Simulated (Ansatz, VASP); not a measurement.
# One calculation of Sb, two programs

Contents of POSCAR:

```
Sb
1.0
    3.1480875925      0.0000000000      0.0000000000
    0.0000000000      3.1480875925      0.0000000000
    0.0000000000      0.0000000000      3.1480875925
Sb
1
Direct
    0.0000000000      0.0000000000      0.0000000000
```

File INCAR.step1:

```
ALGO = Normal
EDIFF = 1E-4
ENCUT = 520
GGA = PE
ISMEAR = 0
LASPH = T
LCHARG = F
LREAL = F
LWAVE = T
NBANDS = 8
NELM = 60
PREC = Accurate
SIGMA = 0.1
```

Contents of INCAR.step2:

```
ALGO = Normal
EDIFF = 1E-6
ENCUT = 520
ISIF = 2
ISMEAR = 0
ISTART = 1
LASPH = T
LCHARG = F
LMIXTAU = T
LREAL = F
LWAVE = F
METAGGA = R2SCAN
NBANDS = 8
NELM = 60
PREC = Accurate
SIGMA = 0.1
```

KPOINTS

```
k-points
0
Gamma
  14 14 14
```

Input for Ansatz:

```yaml
crystal:
  lattice:
    - [3.1480875922, 0.0, 0.0]
    - [0.0, 3.1480875922, 0.0]
    - [0.0, 0.0, 3.1480875922]
  atoms:
    - { symbol: Sb, position: [0.0, 0.0, 0.0] }
basis:
  ecutwfc: 500
kpoints:
  mp_grid: { grid: [14, 14, 14] }
hamiltonian:
  xc: r2scan
scf:
  occupations: { method: gaussian, width: 0.1 }
output:
  forces: true
  stress: true
  eigenvalues: true
```

Alike in both runs: task single point; functional r2SCAN; k mesh 14 × 14 × 14; occupations gaussian, width 0.1 eV; no spin polarisation.

```csv
,VASP,Ansatz
version,VASP 6.6.1,Ansatz 0.2.0
potentials or method,"VASP PAW PBE potentials, release 64 (Sb)","scalar-relativistic, plane waves, PAW"
plane-wave cutoff (eV),520,500
valence electrons in the cell,5,15
```

|  | VASP | Ansatz | Ansatz less VASP |
| --- | --- | --- | --- |
| gap on the k mesh at the Fermi level (eV) | none | none | - |
| pressure (GPa) | -3.0 | -3.0 | +0.01 |

A gap of «none» marks a metal or a gap that the smearing closes. With one functional, cell and mesh, what is left measures potentials, basis and numerics. The two sets of potentials don't hold the same shells in valence.

Caveats: the PAW data sets were made with another functional, which shifts forces and pressure a little (VASP). The runs have no spin-orbit coupling, so splittings on Sb are missing.
